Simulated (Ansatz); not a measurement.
The system is Nb.

```
Nb
1.0
    -1.66395    1.66395    1.66395
     1.66395   -1.66395    1.66395
     1.66395    1.66395   -1.66395
Nb
1
Direct
  0.00000 0.00000 0.00000
```

| Item | Value |
| --- | --- |
| Program | Ansatz 0.2.0 |
| Task | relaxation of cell and atoms |
| Functional | PBEsol0 |
| Potentials or basis | Ansatz PAW |
| Cutoff | 420 eV (not typed: the program's choice for these potentials) |
| k mesh | 6 × 6 × 6 |
| Occupations | fermi-dirac, width 0.05 eV |
| Spin | no spin polarisation |

At the start: volume 18.43 Å³/atom.

Q: Where does the relaxation end?

A: It ends after 6 steps and the volume is 17.00 Å³/atom (-7.8 %); space group Im-3m (No. 229, to 0.05 Å).

Step by step:
| step | energy change (eV) | largest force (eV/Å) | volume (Å³) |
| --- | --- | --- | --- |
| 1 | 0.0000 | 0.0000 | 18.43 |
| 2 | -0.0094 | 0.0000 | 15.86 |
| 3 | -0.0625 | 0.0000 | 17.17 |
| 4 | -0.0636 | 0.0000 | 17.02 |
| 5 | -0.0636 | 0.0000 | 17.00 |
| 6 | -0.0634 | 0.0000 | 17.00 |

Final structure:
```
Nb
1.0
    -1.61977    1.61977    1.61977
     1.61977   -1.61977    1.61977
     1.61977    1.61977   -1.61977
Nb
1
Direct
  0.00000 0.00000 0.00000
```

Caveat: the k mesh is coarse (spacing up to 0.45 Å⁻¹), so the values aren't converged, least of all with exact exchange; the plane-wave basis is chosen anew once the cell has moved, so the energies of steps on either side of that aren't comparable; the PAW data sets come from PBE, with cores solved anew for the run's functional, which leaves a small shift of forces and pressure.
